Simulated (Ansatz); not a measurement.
Geometry optimisation, DFT PBE-D3(BJ), scalar-relativistic, plane waves, PAW (Ansatz 0.2.0).

The input (input.yaml):

```yaml
crystal:
  lattice:
    - [0.0, 4.842, 4.842]
    - [4.842, 0.0, 4.842]
    - [4.842, 4.842, 0.0]
  atoms:
    - { symbol: Ca, position: [0.0, 0.0, 0.0] }
    - { symbol: O, position: [0.25, 0.25, 0.25] }
    - { symbol: Ca, position: [0.0, 0.0, 0.5] }
    - { symbol: O, position: [0.25, 0.25, 0.75] }
    - { symbol: Ca, position: [0.0, 0.5, 0.0] }
    - { symbol: O, position: [0.25, 0.75, 0.25] }
    - { symbol: Ca, position: [0.0, 0.5, 0.5] }
    - { symbol: O, position: [0.25, 0.75, 0.75] }
    - { symbol: Ca, position: [0.5, 0.0, 0.0] }
    - { symbol: O, position: [0.75, 0.25, 0.25] }
    - { symbol: Ca, position: [0.5, 0.0, 0.5] }
    - { symbol: O, position: [0.75, 0.25, 0.75] }
    - { symbol: Ca, position: [0.5, 0.5, 0.0] }
    - { symbol: O, position: [0.75, 0.75, 0.25] }
    - { symbol: Ca, position: [0.5, 0.5, 0.5] }
    - { symbol: O, position: [0.75, 0.75, 0.75] }
    - { symbol: O, position: [0.37160229, -0.12882081, 0.86906929], spin: 1.0 }
magnetization:
  spin_polarized: true
basis:
  ecutwfc: 420.0
kpoints:
  mp_grid: { grid: [2, 2, 2] }
hamiltonian:
  xc: pbe
  dispersion: d3bj
scf:
  occupations: { method: gaussian, width: 0.05 }
  lower_state_search: "off"
relax:
  f_tol: 0.03
  max_steps: 60
  adjacent_minimum: "off"
output:
  write_density: true
  write_potential: true
  elf: true
  volumetric_format: npy
```

Command:

```bash
$ ansatz run input.yaml --threads 2 --pin off --max-ram 5120MiB --backend cpu --events-out ev --progress --plain --runs-dir out
```

Where does it end, and by what steps?

The forces met the threshold. The force dipped under the threshold on the way, but the program's further checks kept it going. Limits of this set-up: coarse k mesh, a small cell, in which the defect meets its images, a typed lattice constant that wasn't relaxed here. After 7 steps the energy has fallen by 1.443 eV; Ca11 moved furthest, 0.30 Å.

```json
{"step": "0", "energy less start (eV)": "0.0000", "largest force component (eV/Å)": "1.718", "accepted": "yes"}
{"step": "1", "energy less start (eV)": "-1.1351", "largest force component (eV/Å)": "0.615", "accepted": "yes"}
{"step": "2", "energy less start (eV)": "-1.2927", "largest force component (eV/Å)": "0.238", "accepted": "yes"}
{"step": "3", "energy less start (eV)": "-1.3867", "largest force component (eV/Å)": "0.215", "accepted": "yes"}
{"step": "4", "energy less start (eV)": "-1.4077", "largest force component (eV/Å)": "0.331", "accepted": "yes"}
{"step": "5", "energy less start (eV)": "-1.4228", "largest force component (eV/Å)": "0.230", "accepted": "yes"}
{"step": "6", "energy less start (eV)": "-1.4425", "largest force component (eV/Å)": "0.029", "accepted": "yes"}
{"step": "7", "energy less start (eV)": "-1.4425", "largest force component (eV/Å)": "0.029", "accepted": "yes"}
```

```xyz
17
Lattice="0.0000 4.8420 4.8420 4.8420 0.0000 4.8420 4.8420 4.8420 0.0000" Properties=species:S:1:pos:R:3
Ca -0.001 0.016 -0.004
O 2.426 2.414 2.411
Ca 2.431 2.441 -0.026
O 5.023 4.769 2.489
Ca 2.477 0.056 2.361
O 4.967 2.546 4.712
Ca 4.862 2.441 2.406
O 7.190 4.769 4.656
Ca -0.001 2.420 2.401
O 2.426 4.848 4.844
Ca 2.248 4.669 2.589
O 4.872 7.294 4.807
Ca 2.437 2.420 4.839
O 4.835 4.847 7.253
Ca 4.862 4.852 4.817
O 7.191 7.445 7.330
O 3.443 5.864 1.393
```

Whether the end is a true minimum wasn't checked by a vibrational analysis.

Run time: 41 s on 2 threads of Intel(R) Xeon(R) 6975P-C (Granite Rapids), on a shared host, peak memory 0.77 GiB.
